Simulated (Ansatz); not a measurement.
Runs of Ansatz 0.2.0 on BaS. The structure is cubic, space group Fm-3m (No. 225). The conventional cell has a = 6.388 Å, b = 6.388 Å, c = 6.388 Å, α = 90.00°, β = 90.00°, γ = 90.00°. Around Ba (site symmetry m-3m) lie 6 S at 3.19 Å. S (site symmetry m-3m) has 6 Ba at 3.19 Å as nearest neighbours. 

| task | level | potentials or basis | cell | k mesh | cutoff (eV) | smearing | basis error allowed | mesh quality | gap on the mesh (eV) | pressure (GPa) | relaxed volume (Å³/atom) |
| --- | --- | --- | --- | --- | --- | --- | --- | --- | --- | --- | --- |
| single point | PBE | all-electron LAPW, scalar-relativistic | as given | 7 × 7 × 7 | 137 | gaussian 0.021 eV | 0.001 eV/atom | not flagged | 2.26 | 0.8 | - |
| relaxation of cell and atoms | PBEsol+D3(BJ) | all-electron LAPW, scalar-relativistic | relaxed | 7 × 7 × 7 | - | fermi-dirac 0.05 eV | 0.001 eV/atom | not flagged | 2.04 | 0.0 | 30.63 |
| band structure | PBE | all-electron LAPW, scalar-relativistic | as given | 7 × 7 × 7 | 137 | fermi-dirac 0.05 eV | 0.001 eV/atom | not flagged | 2.26 | 0.8 | - |
| single point | HSE06 | all-electron PAW datasets made for the crystal | as given | 4 × 4 × 4 | 290 | fermi-dirac 0.02 eV | - | coarse | 3.11 | (a) | - |
| relaxation of cell and atoms | RPBE | all-electron LAPW, scalar-relativistic | relaxed | 7 × 7 × 7 | - | fermi-dirac 0.05 eV | 0.001 eV/atom | not flagged | 2.49 | 0.0 | 34.55 |
| single point | PBE | all-electron LAPW, scalar-relativistic | as given | 4 × 4 × 4 | 120 | fermi-dirac 0.02 eV | 0.003 eV/atom | coarse | 2.20 | (b) | - |
| phonons | LDA | all-electron LAPW, scalar-relativistic | as given | 5 × 5 × 5 | 145 | fermi-dirac 0.05 eV | 0.001 eV/atom | not flagged | 2.12 | - | - |

Alike in all rows: no spin polarisation.

Q: Estimate the missing entries.

A: (a) 0.5; (b) 0.9.

Caveats: some runs use coarse meshes; spin-orbit coupling is left out, which moves the levels of the heavy elements; an odd mesh through Γ misses points on the zone boundary, where band edges often lie (some runs).

A k mesh can miss the band edges, and the runs leave out spin-orbit coupling on Ba.

The runs don't all hold the same shells in valence.
